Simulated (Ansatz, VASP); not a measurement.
**Li: VASP beside Ansatz**

```
Li
1.0
     2.76496   -1.60583    0.00000
     2.76496    1.60583    0.00000
    -1.88080    0.00000    8.10016
Li
3
Cartesian
  0.0000 0.0000 0.0000
  -0.0239 0.0000 5.4002
  3.6731 0.0000 2.7000
```

Alike in both runs: task single point; functional PBEsol; k mesh 6 × 6 × 2; occupations gaussian, width 0.1 eV; no spin polarisation.

|  | VASP | Ansatz |
| --- | --- | --- |
| version | VASP 6.6.1 | Ansatz 0.2.0 |
| potentials or method | VASP PAW PBE potentials, release 64 (Li_sv) | scalar-relativistic, plane waves, PAW |
| plane-wave cutoff (eV) | 520 | 420 |
| valence electrons in the cell | 9 | 9 |

|  | VASP | Ansatz | Ansatz less VASP |
| --- | --- | --- | --- |
| gap on the k mesh at the Fermi level (eV) | none | none | - |
| rms of the force components (eV/Å) | 0.003 | 0.003 | -0.0004 |

Atom by atom the forces differ by 0.000 eV/Å (rms over components). A gap of «none» marks a metal or a gap that the smearing closes. With one functional, cell and mesh, what is left measures potentials, basis and numerics.

Caveats: the k mesh is coarse (spacing up to 0.39 Å⁻¹), so the values aren't converged; the PAW data sets were made with another functional, which shifts forces and pressure a little (VASP).
